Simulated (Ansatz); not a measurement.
**BeTe under changes of volume**

One of the cells (21.254 Å³/atom); the others are scaled copies at fixed shape and fractional positions:

```xyz
2
Lattice="0.0000 2.7700 2.7700 2.7700 0.0000 2.7700 2.7700 2.7700 0.0000" Properties=species:S:1:pos:R:3 pbc="T T T"
Te    4.1550    4.1550    4.1550
Be    0.0000    0.0000    0.0000
```

| Quantity | Value |
| --- | --- |
| Program | Ansatz 0.2.0 |
| Functional | PBE |
| Potentials or basis | Ansatz PAW |
| Cutoff | 420 eV (not typed: the program's choice for these potentials) |
| k mesh | 8 × 8 × 8 |
| Occupations | fermi-dirac, width 0.05 eV |
| Spin | no spin polarisation |

| volume (Å³/atom) | energy over the lowest point (meV/atom) | pressure (GPa) | gap on the mesh (eV) |
| --- | --- | --- | --- |
| 19.979 | 71.41 | 9.3 | 1.69 |
| 20.404 | 49.11 | 7.5 | 1.75 |
| 20.829 | ? | ? | ? |
| 21.254 | 18.16 | 4.3 | 1.86 |
| 21.679 | 8.68 | 2.9 | 1.91 |
| 22.104 | 2.74 | 1.6 | 1.96 |
| 22.529 | 0.00 | 0.5 | 2.01 |

Problem. What does the run at 20.829 Å³/atom give?

Solution. Energy over the lowest point 31.50 meV/atom; pressure 5.8 GPa; gap on the mesh 1.81 eV.

Worked out: A Birch-Murnaghan fit of order 3 (a polynomial in V^(-2/3)) to the other rows has its minimum at 22.71 Å³/atom, just outside them, with B0 = V·E''(V) = 57 GPa and B' = 4.0. It gives 31.50 meV/atom at 20.829 Å³/atom, against the run's 31.50, and -dE/dV = 5.8 GPa, against 5.8. A straight line through the other rows of the gap, of slope 2.65 eV per unit of ln V, gives 1.80 eV, against the run's 1.81.

Energies are extrapolated to zero smearing.

Caveats: spin-orbit coupling is left out, which moves the levels of the heavy elements.

A mesh can miss the band edges.
